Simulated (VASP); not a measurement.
# BAs in VASP: reference runs

How does BAs come out in PBE? The cell is run as given.

Program: VASP 6.6.1. These are calculated values, not measurements. Logs are shortened: lines on timing, memory, paths and dates and some standing lists are left out, and cuts for length are marked.

## (1) The cell of the first run

The cell holds a slab with vacuum, 8 atoms: a = 3.378 Å, b = 3.378 Å, c = 23.964 Å, α = 90.00°, β = 90.00°, γ = 120.00°.

## (2) Single point, PBE (the (1 1 1) slab of BAs, cut from the database cell, not relaxed)

INCAR reads:

```
ALGO = Normal ; DIPOL = 0.5 0.5 0.500
EDIFF = 1E-7 ; ENCUT = 520
GGA = PE ; IDIPOL = 3
ISIF = 2 ; ISMEAR = -1
LASPH = T ; LCHARG = F
LDIPOL = T ; LREAL = F
LWAVE = F ; NBANDS = 26
NELM = 80 ; PREC = Accurate
SIGMA = 0.05
```

KPOINTS reads:

```
k-points
0
Gamma
  9 9 1
```

POSCAR reads:

```
BAs
1.0
    3.3778490937      0.0000000000      0.0000000000
   -1.6889245469      2.9253031253      0.0000000000
    0.0000000000      0.0000000000     23.9635072667
As B
4 4
Direct
    0.0000000000      0.0000000000      0.3129758894
    0.3333333333      0.6666666667      0.4280676498
    0.6666666667      0.3333333333      0.5431594101
    0.0000000000      0.0000000000      0.6582511705
    0.3333333333      0.6666666667      0.3417488295
    0.6666666667      0.3333333333      0.4568405899
    0.0000000000      0.0000000000      0.5719323502
    0.3333333333      0.6666666667      0.6870241106
```

Potentials or basis: VASP PAW PBE potentials, release 64 (As, B).

Launch:

```bash
> cat potpaw_PBE.64/As/POTCAR potpaw_PBE.64/B/POTCAR > POTCAR
> mpirun -np 1 vasp_std > vasp.out
```

OUTCAR:

```text
EDIFF = 1E-7
   ENCUT = 520
   GGA = PE
   ISIF = 2
   ISMEAR = -1
   LASPH = T
   LREAL = F
   NELM = 80
   PREC = Accurate

 ion  position               nearest neighbor table
   1  0.000  0.000  0.313-   5 2.07   5 2.07   5 2.07
   2  0.333  0.667  0.428-   6 2.07   6 2.07   6 2.07   5 2.07
   3  0.667  0.333  0.543-   6 2.07   7 2.07   7 2.07   7 2.07
   4  0.000  0.000  0.658-   8 2.07   8 2.07   8 2.07   7 2.07
   5  0.333  0.667  0.342-   1 2.07   1 2.07   1 2.07   2 2.07
   6  0.667  0.333  0.457-   3 2.07   2 2.07   2 2.07   2 2.07
   7  0.000  0.000  0.572-   3 2.07   3 2.07   3 2.07   4 2.07
   8  0.333  0.667  0.687-   4 2.07   4 2.07   4 2.07

  LATTYP: Found a hexagonal cell.
 ALAT       =     3.3778490937
 C/A-ratio  =     7.0943096041

  Lattice vectors:

 A1 = (   3.3778490937,   0.0000000000,   0.0000000000)
 A2 = (  -1.6889245469,   2.9253031253,   0.0000000000)
 A3 = (   0.0000000000,   0.0000000000,  23.9635072667)

Analysis of symmetry for initial positions (statically):
=====================================================================
 Subroutine PRICEL returns:
 Original cell was already a primitive cell.

 Routine SETGRP: Setting up the symmetry group for a
 hexagonal supercell.

 Subroutine GETGRP returns: Found  6 space group operations
 (whereof  6 operations were pure point group operations)
 out of a pool of 24 trial point group operations.

The static configuration has the point symmetry C_3v.

Analysis of symmetry for dynamics (positions and initial velocities):
=====================================================================
 Subroutine PRICEL returns:
 Original cell was already a primitive cell.

 Routine SETGRP: Setting up the symmetry group for a
 hexagonal supercell.

 Subroutine GETGRP returns: Found  6 space group operations
 (whereof  6 operations were pure point group operations)
 out of a pool of 24 trial point group operations.

The dynamic configuration has the point symmetry C_3v.

 Subroutine INISYM returns: Found  6 space group operations
 (whereof  6 operations are pure point group operations),
 and found     1 'primitive' translations

----------------------------------------------------------------------------------------

                                     Primitive cell

  volume of cell :     236.7890

  direct lattice vectors                    reciprocal lattice vectors
     3.377849094  0.000000000  0.000000000     0.296046381  0.170922458  0.000000000
    -1.688924547  2.925303125  0.000000000     0.000000000  0.341844916  0.000000000
     0.000000000  0.000000000 23.963507267     0.000000000  0.000000000  0.041730119

  length of vectors
     3.377849094  3.377849094 23.963507267     0.341844916  0.341844916  0.041730119

  position of ions in fractional coordinates (direct lattice)
     0.000000000  0.000000000  0.312975889
     0.333333333  0.666666667  0.428067650
     0.666666667  0.333333333  0.543159410
     0.000000000  0.000000000  0.658251171
     0.333333333  0.666666667  0.341748829
     0.666666667  0.333333333  0.456840590
     0.000000000  0.000000000  0.571932350
     0.333333333  0.666666667  0.687024111

  ion indices of the primitive-cell ions
   primitive index   ion index
                 1           1
                 2           2
                 3           3
                 4           4
                 5           5
                 6           6
                 7           7
                 8           8

----------------------------------------------------------------------------------------

 KPOINTS: k-points

Automatic generation of k-mesh.
 Grid dimensions read from file:
 generate k-points for:    9    9    1

 Generating k-lattice:

  Cartesian coordinates                     Fractional coordinates (reciprocal lattice)
     0.032894042  0.018991384  0.000000000     0.111111111  0.000000000  0.000000000
     0.000000000  0.037982768  0.000000000     0.000000000  0.111111111  0.000000000
     0.000000000  0.000000000  0.041730119     0.000000000  0.000000000  1.000000000

  Length of vectors
     0.037982768  0.037982768  0.041730119

  Shift w.r.t. Gamma in fractional coordinates (k-lattice)
     0.000000000  0.000000000  0.000000000

 Subroutine IBZKPT returns following result:
 ===========================================

 Found     12 irreducible k-points:

 Following reciprocal coordinates:
            Coordinates               Weight
  0.000000  0.000000  0.000000      1.000000
  0.111111  0.000000  0.000000      6.000000
  0.222222  0.000000  0.000000      6.000000
  0.333333  0.000000  0.000000      6.000000
  0.444444  0.000000  0.000000      6.000000
  0.111111  0.111111  0.000000      6.000000
  0.222222  0.111111  0.000000     12.000000
  0.333333  0.111111  0.000000     12.000000
  0.444444  0.111111  0.000000      6.000000
  0.222222  0.222222  0.000000      6.000000
  0.333333  0.222222  0.000000     12.000000
  0.333333  0.333333  0.000000      2.000000
   k-points           NKPTS =     12   k-points in BZ     NKDIM =     12   number of bands    NBANDS=     26
   number of dos      NEDOS =    301   number of ions     NIONS =      8
   total plane-waves  NPLWV = 141120
   dimension x,y,z NGX =    28 NGY =   28 NGZ =  180
   dimension x,y,z NGXF=    56 NGYF=   56 NGZF=  360
   ions per type =               4   4
   NGX,Y,Z   is equivalent  to a cutoff of  13.78, 13.78, 12.49 a.u.
   NGXF,Y,Z  is equivalent  to a cutoff of  27.56, 27.56, 24.97 a.u.
 SYSTEM =  unknown system
   PREC   = accura    normal or accurate (medium, high low for compatibility)
   ISTART =      0    job   : 0-new  1-cont  2-samecut
   ICHARG =      2    charge: 1-file 2-atom 10-const
   ISPIN  =      1    spin polarized calculation?
   LNONCOLLINEAR =      F non collinear calculations
   LSORBIT =      F    spin-orbit coupling
   LASPH  =      T    aspherical Exc in radial PAW
   ENCUT  =  520.0 eV  38.22 Ry    6.18 a.u.   6.28  6.28 44.56*2*pi/ulx,y,z
   NELM   =     80;   NELMIN=  2; NELMDL= -5     # of ELM steps
   EDIFF  = 0.1E-06   stopping-criterion for ELM
   LREAL  =      F    real-space projection
   EDIFFG = 0.1E-05   stopping-criterion for IOM
   NSW    =      0    number of steps for IOM
   IBRION =     -1    ionic relax: 0-MD 1-quasi-New 2-CG
   NFREE  =      0    steps in history (QN), initial steepest desc. (CG)
   ISIF   =      2    stress and relaxation
   ISYM   =      2    0-nonsym 1-usesym 2-fastsym
   POTIM  = 0.5000    time-step for ionic-motion
   TEBEG  =    0.0;   TEEND  =   0.0 temperature during run
   PSTRESS=    0.0 pullay stress
   NELECT =      32.0000    total number of electrons
   NUPDOWN=      -1.0000    fix difference up-down
   EMIN   =  10.00;   EMAX   =-10.00  energy-range for DOS
   EFERMI =   0.00;   METHOD = LEGACY
   ISMEAR =    -1;   SIGMA  =   0.05  broadening in eV -4-tet -1-fermi 0-gaus
   EFERMI_NEDOS =   21; number of points for ismear=-14 and -15
   IALGO  =     38    algorithm
   IMIX   =      4    mixing-type and parameters
     AMIX     =   0.40;   BMIX     =  1.00
     AMIX_MAG =   1.60;   BMIX_MAG =  1.00
  volume/ion in A,a.u.               =      29.60       199.74
  Fermi-wavevector in a.u.,A,eV,Ry     =   0.840113  1.587583  9.602852  0.705790
  Thomas-Fermi vector in A             =   1.954442
   LORBIT       =      0    0 simple, 1 ext, 2 COOP (PROOUT), +10 PAW based schemes
   GGA     = PE    functional components
   LHFCALC =     F    Hartree Fock is set to
   AEXX    =    0.0000 exact exchange contribution
   IVDW    =     0    specifies the selected vdW correction
   LEPSILON=     F    determine dielectric tensor
   LRPA    =     F    only Hartree local field effects (RPA)
 non-spin polarized calculation
  energy-cutoff  :      520.00
  volume of cell :      236.79
 maximum number of plane-waves:      6425
 NGX is ok and might be reduce to    28
   NGX = 13   NGY = 13   NGZ = 89

 dipolmoment           0.000000      0.000000      0.004823 electrons x Angstroem

 number of electron      31.9999999 magnetization

 dipolmoment           0.000000      0.000000     -0.042967 electrons x Angstroem

 Free energy of the ion-electron system (eV)
  ---------------------------------------------------
  ext. energy  EPLUGINS =         0.00000000
  ---------------------------------------------------
  free energy    TOTEN  =       -42.88086052 eV

  energy without entropy =      -42.82740162  energy(sigma->0) =      -42.85413107

 E-fermi :  -0.0254     XC(G=0):  -5.5594

 val. band max:       -0.0493135486   @ k =   0.1111   0.1111   0.0000
 cond. band min:      -0.0209999973   @ k =   0.3333   0.3333   0.0000
 fundamental gap:      0.0283135512
 Fermi energy:        -0.0254067538

 k-point     1 :       0.0000    0.0000    0.0000
  band No.  band energies     occupation
      1     -15.3099      2.00000
      2     -14.4346      2.00000
      3     -13.5109      2.00000
      4     -12.3840      2.00000
      5      -7.9795      2.00000
      6      -5.8261      2.00000
[... 18 lines left out ...]
     25       4.5215      0.00000
     26       4.5215      0.00000

 k-point     2 :       0.1111    0.0000    0.0000
  band No.  band energies     occupation
      1     -15.1311      2.00000
      2     -14.2592      2.00000
      3     -13.3419      2.00000
      4     -12.2139      2.00000
      5      -7.8487      2.00000
      6      -5.7300      2.00000
[... 18 lines left out ...]
     25       4.9767      0.00000
     26       4.9929      0.00000

 k-point     3 :       0.2222    0.0000    0.0000
  band No.  band energies     occupation
      1     -14.6048      2.00000
      2     -13.7461      2.00000
      3     -12.8547      2.00000
      4     -11.7209      2.00000
      5      -7.5562      2.00000
      6      -5.7816      2.00000
[... 18 lines left out ...]
     25       5.5616      0.00000
     26       5.9122      0.00000

 k-point     4 :       0.3333    0.0000    0.0000
  band No.  band energies     occupation
      1     -13.7755      2.00000
      2     -12.9577      2.00000
      3     -12.1515      2.00000
      4     -10.9962      2.00000
      5      -7.7900      2.00000
      6      -7.1430      2.00000
[... 18 lines left out ...]
     25       5.9298      0.00000
     26       6.2412      0.00000

 k-point     5 :       0.4444    0.0000    0.0000
  band No.  band energies     occupation
      1     -12.8296      2.00000
      2     -12.1826      2.00000
      3     -11.6556      2.00000
      4     -10.3958      2.00000
      5      -8.5281      2.00000
      6      -8.1793      2.00000
[... 18 lines left out ...]
     25       5.3980      0.00000
     26       6.6916      0.00000

 k-point     6 :       0.1111    0.1111    0.0000
  band No.  band energies     occupation
      1     -14.7783      2.00000
      2     -13.9145      2.00000
      3     -13.0130      2.00000
      4     -11.8815      2.00000
      5      -7.6290      2.00000
      6      -5.6531      2.00000
[... 79 lines left out ...]
 k-point     9 :       0.4444    0.1111    0.0000
  band No.  band energies     occupation
      1     -12.4822      2.00000
      2     -11.9853      2.00000
      3     -11.5535      2.00000
      4     -10.2206      2.00000
      5      -8.5266      2.00000
      6      -8.2170      2.00000
[... 18 lines left out ...]
     25       5.3112      0.00000
     26       6.2167      0.00000

 k-point    10 :       0.2222    0.2222    0.0000
  band No.  band energies     occupation
      1     -13.3027      2.00000
      2     -12.5211      2.00000
      3     -11.7934      2.00000
      4     -10.6054      2.00000
      5      -7.8877      2.00000
      6      -7.2457      2.00000
[... 18 lines left out ...]
     25       6.2184      0.00000
     26       6.4041      0.00000

 k-point    11 :       0.3333    0.2222    0.0000
  band No.  band energies     occupation
      1     -12.4050      2.00000
      2     -11.8360      2.00000
      3     -11.4382      2.00000
      4     -10.0748      2.00000
      5      -8.2474      2.00000
      6      -8.0218      2.00000
[... 18 lines left out ...]
     25       6.3623      0.00000
     26       6.5612      0.00000

 k-point    12 :       0.3333    0.3333    0.0000
  band No.  band energies     occupation
      1     -11.8269      2.00000
      2     -11.7146      2.00000
      3     -11.3741      2.00000
      4      -9.8568      2.00000
      5      -8.1378      2.00000
      6      -8.0512      2.00000
[... 18 lines left out ...]
     25       7.2539      0.00000
     26       7.4833      0.00000

------------------------ aborting loop because EDIFF is reached ----------------------------------------

 vacuum level on the upper side and lower side of the slab       (xc-potential included)        -0.404         0.371

  FORCE on cell =-STRESS in cart. coord.  units (eV):
  Direction    XX          YY          ZZ          XY          YZ          ZX
  --------------------------------------------------------------------------------------
  -------------------------------------------------------------------------------------
  Total        1.1284398      1.1284398      2.0646529     -0.0000000      0.0000000     -0.0000000
  in kB        7.6353239      7.6353239     13.9699915     -0.0000000      0.0000000     -0.0000000
  external PRESSURE =       9.7468797 kB  Pullay stress =       0.0000000 kB

 VOLUME and BASIS-vectors are now :
 -----------------------------------------------------------------------------
  energy-cutoff  :      520.00
  volume of cell :      236.79
      direct lattice vectors                 reciprocal lattice vectors
     3.377849094  0.000000000  0.000000000     0.296046381  0.170922458  0.000000000
    -1.688924547  2.925303125  0.000000000     0.000000000  0.341844916  0.000000000
     0.000000000  0.000000000 23.963507267     0.000000000  0.000000000  0.041730119

 POSITION                                       TOTAL-FORCE (eV/Angst)
 -----------------------------------------------------------------------------------
      0.00000      0.00000      7.50000         0.000000     -0.000000      0.004687
     -0.00000      1.95020     10.25800        -0.000000      0.000000      0.167458
      1.68892      0.97510     13.01600         0.000000     -0.000000      0.218139
      0.00000      0.00000     15.77401        -0.000000      0.000000      2.289354
     -0.00000      1.95020      8.18950        -0.000000     -0.000000     -0.381853
      1.68892      0.97510     10.94750         0.000000     -0.000000     -0.144903
      0.00000      0.00000     13.70551        -0.000000      0.000000     -0.557650
     -0.00000      1.95020     16.46351         0.000000     -0.000000     -1.595231
 -----------------------------------------------------------------------------------
    total drift:                                0.000000     -0.000000     -0.000465

  FREE ENERGIE OF THE ION-ELECTRON SYSTEM (eV)
  ---------------------------------------------------
  free  energy   TOTEN  =       -42.8808605229 eV

  energy  without entropy=      -42.8274016240  energy(sigma->0) =      -42.85413107

 vacuum level on the upper side and lower side of the slab         4.696         5.488
```

Run time: 1.8 min. Hardware: 1 thread of Intel Xeon 6975P-C (Granite Rapids), shared host; peak memory 0.38 GiB.

Results:

```
Free energy            : -42.8809 eV
Largest force          : 2.289 eV/Å
Band gap on the k mesh : none (metal or under the smearing width)
```

Forces in eV/Å, atoms in the order of the input:
```
As   0.000  0.000  0.005
As   0.000  0.000  0.167
As   0.000  0.000  0.218
As   0.000  0.000  2.289
B    0.000  0.000 -0.382
B    0.000  0.000 -0.145
B    0.000  0.000 -0.558
B    0.000  0.000 -1.595
```
